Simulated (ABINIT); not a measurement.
Planning a run of ABINIT 10.8.3 on LiF (Griceite). The input:

```
acell 3*1.0 Angstrom
rprim 
  0.000000000000 2.014000000000 2.014000000000
  2.014000000000 0.000000000000 2.014000000000
  2.014000000000 2.014000000000 -0.000000000000
ntypat 2
znucl 3 9
natom 2
typat 1 2
xred 
  0.000000000000 0.000000000000 0.000000000000
  0.500000000000 0.500000000000 0.500000000000
pp_dirpath "pseudos"
pseudos "Li.upf, F.upf"
ecut 36
ngkpt 6 6 6
nshiftk 1
shiftk 0 0 0
kptopt 1
chksymbreak 0
istwfk *1
occopt 1
irdwfk 1
optdriver 4
nband 17
gwcalctyp 28
ecutsigx 36
symsigma 0
nkptgw 16
kptgw 
  0.0000000000 0.0000000000 0.0000000000
  0.1666666667 0.0000000000 0.0000000000
  0.3333333333 0.0000000000 0.0000000000
  0.5000000000 0.0000000000 0.0000000000
  0.1666666667 0.1666666667 0.0000000000
  0.3333333333 0.1666666667 0.0000000000
  0.5000000000 0.1666666667 0.0000000000
  -0.3333333333 0.1666666667 0.0000000000
  -0.1666666667 0.1666666667 0.0000000000
  0.3333333333 0.3333333333 0.0000000000
  0.5000000000 0.3333333333 0.0000000000
  -0.3333333333 0.3333333333 0.0000000000
  0.5000000000 0.5000000000 0.0000000000
  0.5000000000 0.3333333333 0.1666666667
  -0.3333333333 0.3333333333 0.1666666667
  -0.3333333333 0.5000000000 0.1666666667
bdgw 
  1 12
  1 12
  1 12
  1 12
  1 12
  1 12
  1 12
  1 12
  1 12
  1 12
  1 12
  1 12
  1 12
  1 12
  1 12
  1 12
ecuteps 4
irdscr 1
ppmodel 1
irdqps 1
indata_prefix "in"
outdata_prefix "out"
tmpdata_prefix "tmp"
```

```sh
OMP_NUM_THREADS=1 mpirun -n 4 abinit run.abi > log
```

**Question.** Estimate wall time and host memory on 4 MPI ranks of Arm Neoverse V2, shared host.

It took 33 s; on shared hardware allow 16 s to 65 s. Peak host memory was 0.72 GiB.

[Paths, hosts, dates, memory and timing lines, banners, echoed tables and standing remarks are left out of the program output.]

[Logs are printed without paths, hosts, clocks, repeated set-up lines and the standing remarks that a program may print on its own settings, such as how far it seeks lower states.]

[Runs of the session that timed out or met a known fault of the program may be left out.]

[Hosts, paths, dates, database ids (printed as entryN), source tags and the programs' standing remarks are cut or masked in the printed files.]

[G0W0 gaps are taken among the corrected bands and points alone; a level outside them can change the order at an edge.]

[Where Ansatz stands beside ABINIT at settings called matched, ABINIT's density can come from a denser mesh and the files from another edition; pairs whose starting gaps differed by over 0.03 eV were left out, so agreement reads better than it is.]
